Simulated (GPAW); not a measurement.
# MoS2 in GPAW: single point with r2SCAN

Aim: the single point of MoS2 with r2SCAN.

Everything below comes from runs of GPAW 26.7.0. Logs are shortened: lines on timing, memory, paths and dates and some standing lists are left out, and cuts for length are marked. The log counts tension as positive stress, the text compression.

### 1 The structure

The cell holds a slab with vacuum, 6 atoms: a = 3.185 Å, b = 3.185 Å, c = 21.671 Å, α = 90.00°, β = 90.00°, γ = 120.00°.

### 2 Single point, r2SCAN

The input, run.py:

```python
from ase.dft.bandgap import bandgap
from ase.io import read, write
from ase.units import GPa
from gpaw import GPAW, PW

atoms = read('POSCAR')

calc = GPAW(mode=PW(500),
            xc='MGGA_X_R2SCAN+MGGA_C_R2SCAN',
            kpts={'size': (8, 8, 1), 'gamma': True},
            occupations={'name': 'fermi-dirac', 'width': 0.05},
            nbands=46,
            maxiter=120,
            txt='gpaw.txt')
atoms.calc = calc
energy = atoms.get_potential_energy()
forces = atoms.get_forces()
stress = atoms.get_stress()
calc.write('gs.gpw')
write('result.traj', atoms)
print(f'Energy: {energy:.6f} eV')
print('Forces (eV/A):')
print(forces.round(4))
print('Stress (GPa):', (stress / GPa).round(3))
print('Fermi level:', round(calc.get_fermi_level(), 4), 'eV')
print(f'Gap: {bandgap(calc)[0]:.4f} eV, direct: {bandgap(calc, direct=True)[0]:.4f} eV')
```

The input, POSCAR:

```
MoS2
1.0
    3.1845414560      0.0000000000      0.0000000000
   -1.5922707280      2.7578938003      0.0000000000
    0.0000000000      0.0000000000     21.6705347200
Mo S
2 4
Direct
    0.3333333333      0.6666666667      0.8511602300
    0.6666666667      0.3333333333      0.1488397700
    0.6666666667      0.3333333333      0.7796253900
    0.3333333333      0.6666666667      0.0772510000
    0.6666666667      0.3333333333      0.9227490000
    0.3333333333      0.6666666667      0.2203746100
```

Potentials or basis: GPAW PAW data sets (gpaw-data 1.2.1), pw.

The run is started by

```console
$ OMP_NUM_THREADS=1 python run.py
```

gpaw.txt:

```text
__  _  _
 | _ |_)|_||  |
 |__||  | ||/\| - 26.7.0

Input parameters:
  mode=PW(ecut=500.0),
  kpts=MonkhorstPack(size=(8, 8, 1), gamma=True),
  maxiter=120,
  nbands=46,
  occupations=Occupations(name='fermi-dirac', width=0.05),
  xc=XC(name='MGGA_X_R2SCAN+MGGA_C_R2SCAN')

Diagonalizing LCAO Hamiltonian
Converting LCAO to pw mode

           S

        Mo

           S

        S

           Mo

        S

Atoms  # Å, Bohr magnetons
|   | symbol |         x |        y |         z |    initial magnetic moments |
|---|--------|-----------|----------|-----------|-----------------------------|
| 0 |     Mo | -0.000000 | 1.838596 | 18.445097 | ( 0.0000,  0.0000,  0.0000) |
| 1 |     Mo |  1.592271 | 0.919298 |  3.225437 | ( 0.0000,  0.0000,  0.0000) |
| 2 |      S |  1.592271 | 0.919298 | 16.894899 | ( 0.0000,  0.0000,  0.0000) |
| 3 |      S | -0.000000 | 1.838596 |  1.674070 | ( 0.0000,  0.0000,  0.0000) |
| 4 |      S |  1.592271 | 0.919298 | 19.996464 | ( 0.0000,  0.0000,  0.0000) |
| 5 |      S | -0.000000 | 1.838596 |  4.775636 | ( 0.0000,  0.0000,  0.0000) |

Unit cell  # Å
| periodic |         x |        y |         z |   lengths |     angles |
|----------|-----------|----------|-----------|-----------|------------|
|      yes |  3.184541 | 0.000000 |  0.000000 |  3.184541 |  90.000000 |
|      yes | -1.592271 | 2.757894 |  0.000000 |  3.184541 |  90.000000 |
|      yes |  0.000000 | 0.000000 | 21.670535 | 21.670535 | 120.000000 |

Number of symmetries: 12
Symmetry operations  # r_c * U_cc + t_c -> r_c
|    | kind |            matrix            |
|----|------|------------------------------|
|  0 |  σ   |  1, 1, 0,  0,-1, 0,  0, 0, 1 |
|  1 |  S6  |  1, 1, 0, -1, 0, 0,  0, 0,-1 |
|  2 |  E   |  1, 0, 0,  0, 1, 0,  0, 0, 1 |
|  3 |  C2  |  1, 0, 0, -1,-1, 0,  0, 0,-1 |
|  4 |  C2  |  0, 1, 0,  1, 0, 0,  0, 0,-1 |
|  5 |  C3  |  0, 1, 0, -1,-1, 0,  0, 0, 1 |
|  6 |  S6  |  0,-1, 0,  1, 1, 0,  0, 0,-1 |
|  7 |  σ   |  0,-1, 0, -1, 0, 0,  0, 0, 1 |
|  8 |  σ   | -1, 0, 0,  1, 1, 0,  0, 0, 1 |
|  9 |  i   | -1, 0, 0,  0,-1, 0,  0, 0,-1 |
| 10 |  C3  | -1,-1, 0,  1, 0, 0,  0, 0, 1 |
| 11 |  C2  | -1,-1, 0,  0, 1, 0,  0, 0,-1 |

BZ-sampling:
  Number of BZ points: 64
  Number of IBZ points: 10

  Monkhorst-Pack size: [8, 8, 1]
  Monkhorst-Pack shift: [0.0625, 0.0625, 0.0]

K-points  # in reciprocal-cell coordinates
|   |                                coordinates |     weight |
|---|--------------------------------------------|------------|
| 0 | (  0.00000000,   0.00000000,   0.00000000) | 0.01562500 |
| 1 | (  0.12500000,   0.00000000,   0.00000000) | 0.09375000 |
| 2 | (  0.25000000,  -0.12500000,   0.00000000) | 0.09375000 |
| 3 | (  0.25000000,   0.00000000,   0.00000000) | 0.09375000 |
| 4 | (  0.37500000,  -0.12500000,   0.00000000) | 0.18750000 |
| 5 | (  0.37500000,   0.00000000,   0.00000000) | 0.09375000 |
| 6 | (  0.37500000,   0.37500000,   0.00000000) | 0.09375000 |
| 7 | (  0.50000000,   0.25000000,   0.00000000) | 0.09375000 |
| 8 | (  0.50000000,   0.37500000,   0.00000000) | 0.18750000 |
| 9 | (  0.50000000,   0.50000000,   0.00000000) | 0.04687500 |

Plane wave coefficients: 4850
Cutoff: 500.0 eV

Spin-components: 1 (collinear spins)
Bands:           46
Projectors:      32
Spin-degeneracy: 2
Datatype:        complex128

Parallelization:
  kpt:    1
  domain: 1
  band:   1

Density:
  Valence electrons: 52.0
  Components: 1
  Grid points: [ 18  18 112]
  Charge: 0.0  # |e|

Potential:
  Grid points: [ 18  18 112]

species:
  Mo:
    name:    Molybdenum
    Z:       42.0
    valence: 14
    core:    28
    charge:  0.0  # [|e|]
    compensation charges:
      type: gauss
      rc: 0.38  # [Å]
      lmax: 2
    cutoffs:
      filter: 2.16  # [Å]
      core: 1.42  # [Å]
    projectors
    | kind |    occ | energy [eV] | rcut [Å] |
    |------|--------|-------------|----------|
    |   4s |  2.000 |     -64.307 |    1.238 |
    |   5s |  1.000 |      -4.084 |    1.238 |
    |   4p |  6.000 |     -38.491 |    1.296 |
    |   5p |  0.000 |      -1.044 |    1.296 |
    |   4d |  5.000 |      -3.754 |    1.296 |
    |    d |        |      23.458 |    1.296 |

    Using partial waves for Mo as LCAO basis

  S:
    name:    Sulfur
    Z:       16.0
    valence: 6
    core:    10
    charge:  0.0  # [|e|]
    compensation charges:
      type: gauss
      rc: 0.24  # [Å]
      lmax: 2
    cutoffs:
      filter: 1.77  # [Å]
      core: 1.66  # [Å]
    projectors
    | kind |    occ | energy [eV] | rcut [Å] |
    |------|--------|-------------|----------|
    |   3s |  2.000 |     -17.254 |    0.974 |
    |   3p |  4.000 |      -7.008 |    0.979 |
    |    s |        |       9.957 |    0.974 |
    |    p |        |      20.203 |    0.979 |
    |    d |        |       0.000 |    0.900 |

    Using partial waves for S as LCAO basis

Reference energy: -263698.624853  # eV

eigensolver:
  PPCG
  Converge bands: occupied
  niter=2

density mixing:
  MSR1-Mixer
  Pratt-step length: 0.05
  Maximum mixing coefficient: 0.75
  Old densities: 10
  SVD Regularization: 0.005
  Good broyden scale: 1.0
  Trust region scale: 1.0
  Backstep threshold: 4.0
  History deletion threshold: 6.0
  Fourier metric: weight=20.0, sigma=0.015

occupation numbers:
  Fermi-Dirac:
    width: 0.0500  # eV

poisson solver:
  ecut: 4000.0  # eV

xc functional:
  name: MGGA_X_R2SCAN+MGGA_C_R2SCAN with 2 nearest neighbor stencil

convergence criteria:
- Maximum [total energy] change in last 3 cyles: 0.0005 eV / valence electron
- Maximum integral of absolute [dens]ity change: 0.0001 electrons / valence electron
- Maximum integral of absolute [eigenst]ate change: 4e-08 eV^2 / valence electron
maximum number of iterations: 120

SCF iterations
|iter     | |      energy | eigst |  dens |
|---------|-|-------------|-------|-------|
|iter:   1| | -101.016439 | +0.54 |       |
|iter:   2| |  -85.019600 | -0.88 | -0.99 |
|iter:   3| |  -82.994092 | -0.87 | -1.04 |
|iter:   4| |  -83.095393 | -1.95 | -1.52 |
|iter:   5| |  -83.314746 | -2.09 | -1.71 |
|iter:   6| |  -83.090937 | -2.32 | -1.68 |
|iter:   7| |  -83.093799 | -3.12 | -2.28 |
|iter:   8| |  -83.093649c| -4.33 | -2.80 |
|iter:   9| |  -83.093669c| -5.40 | -3.48 |
|iter:  10| |  -83.093671c| -6.28 | -4.10c|
|iter:  11| |  -83.093671c| -7.17 | -4.53c|
|iter:  12| |  -83.093671c| -7.62c| -5.16c|

Converged in 12 steps
Energy contributions relative to reference atoms: (reference = -263698.624853)

Energy contributions:
  Kinetic:         -27.352124
  Coulomb:          14.230089
  Zero:             -0.900484
  External:          0.000000
  Xc:              -69.071153
  Entropy:          -0.000000
  Spinorbit:         0.000000
  ----------------------------
  Free energy:     -83.093671
  Extrapolated:    -83.093671

dipole moment: (0.000001, 0.000002, 0.000012)  # |e|*Ang

Fermi level: 2.533
Eigenvalues  # (at kpt = [0.000, 0.000, 0.000])
| band index |      eig [eV] | occ [0-2] |
|------------|---------------|-----------|
|          0 |       -61.445 |     2.000 |
|        ... |               |           |
|         18 |        -0.803 |     2.000 |
|         19 |        -0.210 |     2.000 |
|         20 |        -0.210 |     2.000 |
|         21 |        -0.199 |     2.000 |
|         22 |        -0.199 |     2.000 |
|         23 |         0.015 |     2.000 |
[... 8 lines left out ...]
|         32 |         4.666 |     0.000 |
|         33 |         4.666 |     0.000 |
|        ... |               |           |
|         45 |        12.846 |     0.000 |

Gap: 1.497 eV
Transition (v -> c):
  (s=0, k=0, n=25, [0.00, 0.00, 0.00]) -> (s=0, k=6, n=26, [0.38, 0.38, 0.00])
Direct/indirect transitions are different
Direct gap: 2.044 eV
Transition at: (s=0, k=6, n=25, [0.38, 0.38, 0.00])

Forces  # eV/Ang
|        x |        y |        z |
|----------|----------|----------|
|  0.00000 |  0.00000 |  0.00475 |  # Mo   0
| -0.00000 |  0.00000 | -0.00475 |  # Mo   1
|  0.00000 | -0.00000 | -0.03975 |  # S    2
|  0.00000 | -0.00000 | -0.03046 |  # S    3
|  0.00000 |  0.00000 |  0.03046 |  # S    4
|  0.00000 |  0.00000 |  0.03975 |  # S    5

Stress tensor  # eV/Ang^3
|         x |         y |         z |
|-----------|-----------|-----------|
| -0.000267 | -0.000000 |  0.000000 |
|  0.000000 | -0.000267 |  0.000000 |
|  0.000000 |  0.000000 | -0.000824 |

# Writing to gs.gpw (mode='')
```

It took 2.5 min on 1 thread of Arm Neoverse V2, shared host; peak memory 0.37 GiB.

What came out:

- Free energy: -83.0937 eV
- Largest force: 0.040 eV/Å
- Band gap on the k mesh: 1.50 eV, indirect (least direct gap 2.04 eV)

Forces on the atoms (eV/Å):
```
Mo   0.000  0.000  0.005
Mo   0.000  0.000 -0.005
S    0.000  0.000 -0.040
S    0.000  0.000 -0.030
S    0.000  0.000  0.030
S    0.000  0.000  0.040
```

Caveat: the cutoff is short for stress and forces, so pressures can be off by a GPa or more; the PAW data sets were made with another functional, which shifts forces and pressure a little.
